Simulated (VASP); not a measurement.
# Gd (Im-3m) in VASP: settings compared, part 6 of 10

VASP 6.6.1. Earlier steps stand in the parts before.

## 44. Equation of state, PBE, collinear spin, ferromagnetic start, 32.22 Å³/atom

INCAR

```
SYSTEM = Gd
ADDGRID = .False. ; ALGO = Normal
EDIFF = 1E-6 ; ENCUT = 450
GGA = PE ; ISIF = 2
ISMEAR = 0 ; ISPIN = 2
LASPH = .True. ; LCHARG = .False.
LMAXMIX = 6 ; LORBIT = 11
LREAL = .False. ; LWAVE = .False.
MAGMOM = 7 ; NELM = 100
PREC = Accurate ; SIGMA = 0.1
```

KPOINTS

```
k-points
0
Gamma
  5 5 5
  0 0 0
```

POSCAR

```
Gd
1.0
   -2.0045440560      2.0045440560      2.0045440560
    2.0045440560     -2.0045440560      2.0045440560
    2.0045440560      2.0045440560     -2.0045440560
Gd
1
Direct
    0.0000000000      0.0000000000      0.0000000000
```

Run with:

```console
cat potpaw_PBE.64/Gd/POTCAR > POTCAR
mpirun -np 1 vasp_std > vasp.out
```

Run time: 21 s. Hardware: 1 thread of Intel Xeon Platinum 8559C (Emerald Rapids), shared host; peak memory 0.15 GiB.

The run converged, but some of its settings lie outside the range that counts as converged, so its numbers aren't taken as properties of the crystal.

Results:

```
Free energy                                           : -11.6244 eV
Pressure                                              : -0.4 GPa
Band gap on the k mesh                                : none (metal or under the smearing width)
Net moment                                            : 7.82 μB per cell
Site moments                                          : Gd +7.08 μB
Valence electrons inside the program's atomic spheres : Gd 15.21
```

Caveat: the k mesh is coarse (spacing up to 0.44 Å⁻¹), so the values aren't converged; spin-orbit coupling is left out, which moves the levels of the heavy elements.

## 45. Equation of state, PBE, collinear spin, ferromagnetic start, 34.21 Å³/atom

INCAR is that of step 44.

KPOINTS is that of step 44.

POSCAR

```
Gd
1.0
   -2.0450508090      2.0450508090      2.0450508090
    2.0450508090     -2.0450508090      2.0450508090
    2.0450508090      2.0450508090     -2.0450508090
Gd
1
Direct
    0.0000000000      0.0000000000      0.0000000000
```

Potentials or basis: VASP PAW PBE potentials, release 64 (Gd).

Run with:

```console
cat potpaw_PBE.64/Gd/POTCAR > POTCAR
mpirun -np 1 vasp_std > vasp.out
```

Run time: 26 s. Hardware: 1 thread of Intel Xeon Platinum 8559C (Emerald Rapids), shared host; peak memory 0.18 GiB.

These settings aren't checked as converged: the numbers below hold their error.

Results:

* Free energy: -11.6179 eV
* Pressure: -1.9 GPa
* Band gap on the k mesh: none (metal or under the smearing width)
* Net moment: 7.81 μB per cell
* Site moments: Gd +7.07 μB
* Valence electrons inside the program's atomic spheres: Gd 15.19

Caveat: the k mesh is coarse (spacing up to 0.43 Å⁻¹), so the values aren't converged; spin-orbit coupling is left out, which moves the levels of the heavy elements.

## 46. Equation of state, PBE, collinear spin, ferromagnetic start, 32.22 Å³/atom

Edit INCAR of step 45 so:

```diff
@@ -9,2 +9,2 @@
 MAGMOM = 7 ; NELM = 100
-PREC = Accurate ; SIGMA = 0.1
+PREC = Accurate ; SIGMA = 0.05
```

KPOINTS is that of step 45.

POSCAR

```
Gd
1.0
   -2.0045440560      2.0045440560      2.0045440560
    2.0045440560     -2.0045440560      2.0045440560
    2.0045440560      2.0045440560     -2.0045440560
Gd
1
Direct
    0.0000000000      0.0000000000      0.0000000000
```

Run with:

```console
cat potpaw_PBE.64/Gd/POTCAR > POTCAR
mpirun -np 1 vasp_std > vasp.out
```

Run time: 24 s. Hardware: 1 thread of Intel Xeon Platinum 8559C (Emerald Rapids), shared host; peak memory 0.15 GiB.

The run converged, but some of its settings lie outside the range that counts as converged, so its numbers aren't taken as properties of the crystal.

What came out:

```yaml
Free_energy: -11.6224 eV
Pressure: 0.3 GPa
Band_gap_on_the_k_mesh: none (metal or under the smearing width)
Net_moment: 7.83 μB per cell
Site_moments: Gd +7.08 μB
Valence_electrons_inside_the_program's_atomic_spheres: Gd 15.21
```

Caveat: the k mesh is coarse (spacing up to 0.44 Å⁻¹), so the values aren't converged; spin-orbit coupling is left out, which moves the levels of the heavy elements.

## 47. Equation of state, PBE, collinear spin, ferromagnetic start, 34.21 Å³/atom

INCAR is that of step 46.

KPOINTS is that of step 46.

POSCAR

```
Gd
1.0
   -2.0450508090      2.0450508090      2.0450508090
    2.0450508090     -2.0450508090      2.0450508090
    2.0450508090      2.0450508090     -2.0450508090
Gd
1
Direct
    0.0000000000      0.0000000000      0.0000000000
```

Run with:

```console
cat potpaw_PBE.64/Gd/POTCAR > POTCAR
mpirun -np 1 vasp_std > vasp.out
```

It took 32 s on 1 thread of Intel Xeon Platinum 8559C (Emerald Rapids), shared host; peak memory 0.18 GiB.

The run converged, but some of its settings lie outside the range that counts as converged, so its numbers aren't taken as properties of the crystal.

What came out:

* Free energy: -11.6156 eV
* Pressure: -1.9 GPa
* Band gap on the k mesh: none (metal or under the smearing width)
* Net moment: 7.83 μB per cell
* Site moments: Gd +7.07 μB
* Valence electrons inside the program's atomic spheres: Gd 15.19

Caveat: the k mesh is coarse (spacing up to 0.43 Å⁻¹), so the values aren't converged; spin-orbit coupling is left out, which moves the levels of the heavy elements.

## 48. Equation of state, PBE, collinear spin, ferromagnetic start, 32.22 Å³/atom

Edit INCAR of step 47 so:

```diff
@@ -9,2 +9,2 @@
 MAGMOM = 7 ; NELM = 100
-PREC = Accurate ; SIGMA = 0.05
+PREC = Accurate ; SIGMA = 0.02
```

KPOINTS is that of step 47.

POSCAR

```
Gd
1.0
   -2.0045440560      2.0045440560      2.0045440560
    2.0045440560     -2.0045440560      2.0045440560
    2.0045440560      2.0045440560     -2.0045440560
Gd
1
Direct
    0.0000000000      0.0000000000      0.0000000000
```

Potentials or basis: VASP PAW PBE potentials, release 64 (Gd).

Run with:

```console
cat potpaw_PBE.64/Gd/POTCAR > POTCAR
mpirun -np 1 vasp_std > vasp.out
```

It took 22 s on 1 thread of Intel Xeon Platinum 8559C (Emerald Rapids), shared host; peak memory 0.15 GiB.

The run converged, but some of its settings lie outside the range that counts as converged, so its numbers aren't taken as properties of the crystal.

What came out:

| Item | Value |
| --- | --- |
| Free energy | -11.6212 eV |
| Pressure | 0.6 GPa |
| Band gap on the k mesh | none (metal or under the smearing width) |
| Net moment | 7.83 μB per cell |
| Site moments | Gd +7.08 μB |
| Valence electrons inside the program's atomic spheres | Gd 15.21 |

Caveat: the k mesh is coarse (spacing up to 0.44 Å⁻¹), so the values aren't converged; spin-orbit coupling is left out, which moves the levels of the heavy elements.

## 49. Equation of state, PBE, collinear spin, ferromagnetic start, 34.21 Å³/atom

INCAR is that of step 48.

KPOINTS is that of step 48.

POSCAR

```
Gd
1.0
   -2.0450508090      2.0450508090      2.0450508090
    2.0450508090     -2.0450508090      2.0450508090
    2.0450508090      2.0450508090     -2.0450508090
Gd
1
Direct
    0.0000000000      0.0000000000      0.0000000000
```

Run with:

```console
cat potpaw_PBE.64/Gd/POTCAR > POTCAR
mpirun -np 1 vasp_std > vasp.out
```

Wall time 27 s (1 thread of Intel Xeon Platinum 8559C (Emerald Rapids), shared host); peak memory 0.17 GiB.

These settings aren't checked as converged: the numbers below hold their error.

What came out:

* Free energy: -11.6144 eV
* Pressure: -1.9 GPa
* Band gap on the k mesh: none (metal or under the smearing width)
* Net moment: 7.82 μB per cell
* Site moments: Gd +7.07 μB
* Valence electrons inside the program's atomic spheres: Gd 15.19

Caveat: the k mesh is coarse (spacing up to 0.43 Å⁻¹), so the values aren't converged; spin-orbit coupling is left out, which moves the levels of the heavy elements.

## 50. Equation of state, PBE, collinear spin, ferromagnetic start, 32.22 Å³/atom

Edit INCAR of step 49 so:

```diff
@@ -9,2 +9,2 @@
 MAGMOM = 7 ; NELM = 100
-PREC = Accurate ; SIGMA = 0.02
+PREC = Low ; SIGMA = 0.2
```

KPOINTS is that of step 49.

POSCAR

```
Gd
1.0
   -2.0045440560      2.0045440560      2.0045440560
    2.0045440560     -2.0045440560      2.0045440560
    2.0045440560      2.0045440560     -2.0045440560
Gd
1
Direct
    0.0000000000      0.0000000000      0.0000000000
```

Run with:

```console
cat potpaw_PBE.64/Gd/POTCAR > POTCAR
mpirun -np 1 vasp_std > vasp.out
```

Run time: 17 s. Hardware: 1 thread of Intel Xeon Platinum 8559C (Emerald Rapids), shared host; peak memory 0.12 GiB.

These settings aren't checked as converged: the numbers below hold their error.

What came out:

| Property | Result |
| --- | --- |
| Free energy | -11.6357 eV |
| Pressure | 0.2 GPa |
| Band gap on the k mesh | none (metal or under the smearing width) |
| Net moment | 7.77 μB per cell |
| Site moments | Gd +7.06 μB |
| Valence electrons inside the program's atomic spheres | Gd 15.21 |

Caveat: the k mesh is coarse (spacing up to 0.44 Å⁻¹), so the values aren't converged; spin-orbit coupling is left out, which moves the levels of the heavy elements.

## 51. Equation of state, PBE, collinear spin, ferromagnetic start, 34.21 Å³/atom

INCAR is that of step 50.

KPOINTS is that of step 50.

POSCAR

```
Gd
1.0
   -2.0450508090      2.0450508090      2.0450508090
    2.0450508090     -2.0450508090      2.0450508090
    2.0450508090      2.0450508090     -2.0450508090
Gd
1
Direct
    0.0000000000      0.0000000000      0.0000000000
```

Potentials or basis: VASP PAW PBE potentials, release 64 (Gd).

Run with:

```console
cat potpaw_PBE.64/Gd/POTCAR > POTCAR
mpirun -np 1 vasp_std > vasp.out
```

Wall time 14 s (1 thread of Intel Xeon Platinum 8559C (Emerald Rapids), shared host); peak memory 0.12 GiB.

These settings aren't checked as converged: the numbers below hold their error.

Results:

* Free energy: -11.6335 eV
* Pressure: -1.9 GPa
* Band gap on the k mesh: none (metal or under the smearing width)
* Net moment: 7.75 μB per cell
* Site moments: Gd +7.04 μB
* Valence electrons inside the program's atomic spheres: Gd 15.19

Caveat: the k mesh is coarse (spacing up to 0.43 Å⁻¹), so the values aren't converged; spin-orbit coupling is left out, which moves the levels of the heavy elements.

## 52. Equation of state, PBE, collinear spin, ferromagnetic start, 32.22 Å³/atom

Edit INCAR of step 51 so:

```diff
@@ -9,2 +9,2 @@
 MAGMOM = 7 ; NELM = 100
-PREC = Low ; SIGMA = 0.2
+PREC = Normal ; SIGMA = 0.2
```

KPOINTS is that of step 51.

POSCAR

```
Gd
1.0
   -2.0045440560      2.0045440560      2.0045440560
    2.0045440560     -2.0045440560      2.0045440560
    2.0045440560      2.0045440560     -2.0045440560
Gd
1
Direct
    0.0000000000      0.0000000000      0.0000000000
```

Run with:

```console
cat potpaw_PBE.64/Gd/POTCAR > POTCAR
mpirun -np 1 vasp_std > vasp.out
```

Wall time 16 s (1 thread of Intel Xeon Platinum 8559C (Emerald Rapids), shared host); peak memory 0.13 GiB.

These settings aren't checked as converged: the numbers below hold their error.

Results:

```
Free energy                                           : -11.6341 eV
Pressure                                              : 0.4 GPa
Band gap on the k mesh                                : none (metal or under the smearing width)
Net moment                                            : 7.77 μB per cell
Site moments                                          : Gd +7.06 μB
Valence electrons inside the program's atomic spheres : Gd 15.21
```

Caveat: the k mesh is coarse (spacing up to 0.44 Å⁻¹), so the values aren't converged; spin-orbit coupling is left out, which moves the levels of the heavy elements.

## 53. Equation of state, PBE, collinear spin, ferromagnetic start, 34.21 Å³/atom

INCAR is that of step 52.

KPOINTS is that of step 52.

POSCAR

```
Gd
1.0
   -2.0450508090      2.0450508090      2.0450508090
    2.0450508090     -2.0450508090      2.0450508090
    2.0450508090      2.0450508090     -2.0450508090
Gd
1
Direct
    0.0000000000      0.0000000000      0.0000000000
```

Run with:

```console
cat potpaw_PBE.64/Gd/POTCAR > POTCAR
mpirun -np 1 vasp_std > vasp.out
```

Wall time 16 s (1 thread of Intel Xeon Platinum 8559C (Emerald Rapids), shared host); peak memory 0.13 GiB.

The run converged, but some of its settings lie outside the range that counts as converged, so its numbers aren't taken as properties of the crystal.

What came out:

- Free energy: -11.6315 eV
- Pressure: -1.6 GPa
- Band gap on the k mesh: none (metal or under the smearing width)
- Net moment: 7.75 μB per cell
- Site moments: Gd +7.04 μB
- Valence electrons inside the program's atomic spheres: Gd 15.19

Caveat: the k mesh is coarse (spacing up to 0.43 Å⁻¹), so the values aren't converged; spin-orbit coupling is left out, which moves the levels of the heavy elements.

## 54. Equation of state, PBE, collinear spin, ferromagnetic start, 32.22 Å³/atom

Edit INCAR of step 53 so:

```diff
@@ -7,4 +7,4 @@
 LMAXMIX = 6 ; LORBIT = 11
-LREAL = .False. ; LWAVE = .False.
+LREAL = Auto ; LWAVE = .False.
 MAGMOM = 7 ; NELM = 100
-PREC = Normal ; SIGMA = 0.2
+PREC = Accurate ; SIGMA = 0.2
```

KPOINTS is that of step 53.

POSCAR

```
Gd
1.0
   -2.0045440560      2.0045440560      2.0045440560
    2.0045440560     -2.0045440560      2.0045440560
    2.0045440560      2.0045440560     -2.0045440560
Gd
1
Direct
    0.0000000000      0.0000000000      0.0000000000
```

Potentials or basis: VASP PAW PBE potentials, release 64 (Gd).

Run with:

```console
cat potpaw_PBE.64/Gd/POTCAR > POTCAR
mpirun -np 1 vasp_std > vasp.out
```

It took 28 s on 1 thread of Intel Xeon Platinum 8559C (Emerald Rapids), shared host; peak memory 0.15 GiB.

These settings aren't checked as converged: the numbers below hold their error.

What came out:

```yaml
Free_energy: -11.6341 eV
Pressure: 0.1 GPa
Band_gap_on_the_k_mesh: none (metal or under the smearing width)
Net_moment: 7.77 μB per cell
Site_moments: Gd +7.06 μB
Valence_electrons_inside_the_program's_atomic_spheres: Gd 15.21
```

Caveat: the k mesh is coarse (spacing up to 0.44 Å⁻¹), so the values aren't converged; spin-orbit coupling is left out, which moves the levels of the heavy elements.

## 55. Equation of state, PBE, collinear spin, ferromagnetic start, 34.21 Å³/atom

INCAR is that of step 54.

KPOINTS is that of step 54.

POSCAR

```
Gd
1.0
   -2.0450508090      2.0450508090      2.0450508090
    2.0450508090     -2.0450508090      2.0450508090
    2.0450508090      2.0450508090     -2.0450508090
Gd
1
Direct
    0.0000000000      0.0000000000      0.0000000000
```

Run with:

```console
cat potpaw_PBE.64/Gd/POTCAR > POTCAR
mpirun -np 1 vasp_std > vasp.out
```

It took 36 s on 1 thread of Intel Xeon Platinum 8559C (Emerald Rapids), shared host; peak memory 0.17 GiB.

These settings aren't checked as converged: the numbers below hold their error.

What came out:

* Free energy: -11.6312 eV
* Pressure: -1.8 GPa
* Band gap on the k mesh: none (metal or under the smearing width)
* Net moment: 7.75 μB per cell
* Site moments: Gd +7.04 μB
* Valence electrons inside the program's atomic spheres: Gd 15.19

Caveat: the k mesh is coarse (spacing up to 0.43 Å⁻¹), so the values aren't converged; spin-orbit coupling is left out, which moves the levels of the heavy elements.

## 56. Equation of state, PBE, collinear spin, ferromagnetic start, 32.22 Å³/atom

INCAR

```
SYSTEM = Gd
ADDGRID = .False. ; ALGO = Normal
EDIFF = 0.01 ; ENCUT = 450
GGA = PE ; ISIF = 2
ISMEAR = 0 ; ISPIN = 2
LASPH = .True. ; LCHARG = .False.
LMAXMIX = 6 ; LORBIT = 11
LREAL = .False. ; LWAVE = .False.
MAGMOM = 7 ; NELM = 100
PREC = Accurate ; SIGMA = 0.2
```

KPOINTS is that of step 55.

POSCAR

```
Gd
1.0
   -2.0045440560      2.0045440560      2.0045440560
    2.0045440560     -2.0045440560      2.0045440560
    2.0045440560      2.0045440560     -2.0045440560
Gd
1
Direct
    0.0000000000      0.0000000000      0.0000000000
```

Run with:

```console
cat potpaw_PBE.64/Gd/POTCAR > POTCAR
mpirun -np 1 vasp_std > vasp.out
```

Wall time 10 s (1 thread of Intel Xeon Platinum 8559C (Emerald Rapids), shared host); peak memory 0.15 GiB.

The run converged, but some of its settings lie outside the range that counts as converged, so its numbers aren't taken as properties of the crystal.

What came out:

| Property | Result |
| --- | --- |
| Free energy | -11.6484 eV |
| Pressure | 29.2 GPa |
| Band gap on the k mesh | none (metal or under the smearing width) |
| Net moment | 7.74 μB per cell |
| Site moments | Gd +6.94 μB |
| Valence electrons inside the program's atomic spheres | Gd 15.28 |

Caveat: the k mesh is coarse (spacing up to 0.44 Å⁻¹), so the values aren't converged; spin-orbit coupling is left out, which moves the levels of the heavy elements.

## 57. Equation of state, PBE, collinear spin, ferromagnetic start, 34.21 Å³/atom

INCAR is that of step 56.

KPOINTS is that of step 56.

POSCAR

```
Gd
1.0
   -2.0450508090      2.0450508090      2.0450508090
    2.0450508090     -2.0450508090      2.0450508090
    2.0450508090      2.0450508090     -2.0450508090
Gd
1
Direct
    0.0000000000      0.0000000000      0.0000000000
```

Potentials or basis: VASP PAW PBE potentials, release 64 (Gd).

Run with:

```console
cat potpaw_PBE.64/Gd/POTCAR > POTCAR
mpirun -np 1 vasp_std > vasp.out
```

Wall time 13 s (1 thread of Intel Xeon Platinum 8559C (Emerald Rapids), shared host); peak memory 0.17 GiB.

The run converged, but some of its settings lie outside the range that counts as converged, so its numbers aren't taken as properties of the crystal.

Results:

| Property | Result |
| --- | --- |
| Free energy | -11.6320 eV |
| Pressure | 6.8 GPa |
| Band gap on the k mesh | none (metal or under the smearing width) |
| Net moment | 7.77 μB per cell |
| Site moments | Gd +7.01 μB |
| Valence electrons inside the program's atomic spheres | Gd 15.21 |

Caveat: the k mesh is coarse (spacing up to 0.43 Å⁻¹), so the values aren't converged; spin-orbit coupling is left out, which moves the levels of the heavy elements.

## 58. Equation of state, PBE, collinear spin, ferromagnetic start, 32.22 Å³/atom

Edit INCAR of step 57 so:

```diff
@@ -2,3 +2,3 @@
 ADDGRID = .False. ; ALGO = Normal
-EDIFF = 0.01 ; ENCUT = 450
+EDIFF = 0.001 ; ENCUT = 450
 GGA = PE ; ISIF = 2
```

KPOINTS is that of step 57.

POSCAR

```
Gd
1.0
   -2.0045440560      2.0045440560      2.0045440560
    2.0045440560     -2.0045440560      2.0045440560
    2.0045440560      2.0045440560     -2.0045440560
Gd
1
Direct
    0.0000000000      0.0000000000      0.0000000000
```

Run with:

```console
cat potpaw_PBE.64/Gd/POTCAR > POTCAR
mpirun -np 1 vasp_std > vasp.out
```

Wall time 14 s (1 thread of Intel Xeon Platinum 8559C (Emerald Rapids), shared host); peak memory 0.15 GiB.

The run converged, but some of its settings lie outside the range that counts as converged, so its numbers aren't taken as properties of the crystal.

Results:

| Item | Value |
| --- | --- |
| Free energy | -11.6359 eV |
| Pressure | 8.4 GPa |
| Band gap on the k mesh | none (metal or under the smearing width) |
| Net moment | 7.79 μB per cell |
| Site moments | Gd +7.03 μB |
| Valence electrons inside the program's atomic spheres | Gd 15.23 |

Caveat: the k mesh is coarse (spacing up to 0.44 Å⁻¹), so the values aren't converged; spin-orbit coupling is left out, which moves the levels of the heavy elements.

## 59. Equation of state, PBE, collinear spin, ferromagnetic start, 34.21 Å³/atom

INCAR is that of step 58.

KPOINTS is that of step 58.

POSCAR

```
Gd
1.0
   -2.0450508090      2.0450508090      2.0450508090
    2.0450508090     -2.0450508090      2.0450508090
    2.0450508090      2.0450508090     -2.0450508090
Gd
1
Direct
    0.0000000000      0.0000000000      0.0000000000
```

Run with:

```console
cat potpaw_PBE.64/Gd/POTCAR > POTCAR
mpirun -np 1 vasp_std > vasp.out
```

Run time: 15 s. Hardware: 1 thread of Intel Xeon Platinum 8559C (Emerald Rapids), shared host; peak memory 0.17 GiB.

The run converged, but some of its settings lie outside the range that counts as converged, so its numbers aren't taken as properties of the crystal.

What came out:

| Property | Result |
| --- | --- |
| Free energy | -11.6331 eV |
| Pressure | 7.3 GPa |
| Band gap on the k mesh | none (metal or under the smearing width) |
| Net moment | 7.78 μB per cell |
| Site moments | Gd +7.00 μB |
| Valence electrons inside the program's atomic spheres | Gd 15.22 |

Caveat: the k mesh is coarse (spacing up to 0.43 Å⁻¹), so the values aren't converged; spin-orbit coupling is left out, which moves the levels of the heavy elements.

(Continued in part 7 of 10.)
